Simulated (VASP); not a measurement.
Crystal: Al2Au.

```
Au Al
1.0
     0.00000    3.00000    3.00000
     3.00000    0.00000    3.00000
     3.00000    3.00000    0.00000
Au Al
1 2
Direct
  0.00000 0.00000 0.00000
  0.75000 0.75000 0.75000
  0.25000 0.25000 0.25000
```

```yaml
Program: VASP 6.6.1
Task: single point
Functional: PBEsol
Potentials_or_basis: VASP PAW PBE potentials, release 64 (Au, Al)
Cutoff: 520 eV
k_mesh: 8 × 8 × 8
Occupations: fermi-dirac, width 0.05 eV
Spin: no spin polarisation
```

On this cell: pressure -0.1 GPa; largest force zero by symmetry; band gap on the k mesh none (metal or under the smearing width).

The same run follows on a disturbed copy (atoms moved at random, drawn with an rms of 0.05 Å):

```xyz
3
Lattice="0.0000 3.0000 3.0000 3.0000 0.0000 3.0000 3.0000 3.0000 0.0000" Properties=species:S:1:pos:R:3 pbc="T T T"
Au    0.0066    0.0060   -0.0555
Al    4.5597    4.4825    4.4633
Al    1.5347    1.5050    1.4800
```

Q: What does the disturbed cell give?

A: The energy (extrapolated to zero smearing) moves by +4.0 meV/atom; pressure 0.0 GPa; largest force 0.398 eV/Å; band gap on the k mesh none (metal or under the smearing width).

Forces on the atoms (eV/Å):
```
Au   0.326 -0.101  0.204
Al  -0.240  0.108 -0.040
Al  -0.086 -0.008 -0.165
```

Stress tensor (GPa, compression positive):
```
-0.02 -0.38 -0.36
-0.38  0.04  0.47
-0.36  0.47  0.02
```

Caveats: the PAW data sets were made with another functional, which shifts forces and pressure a little.
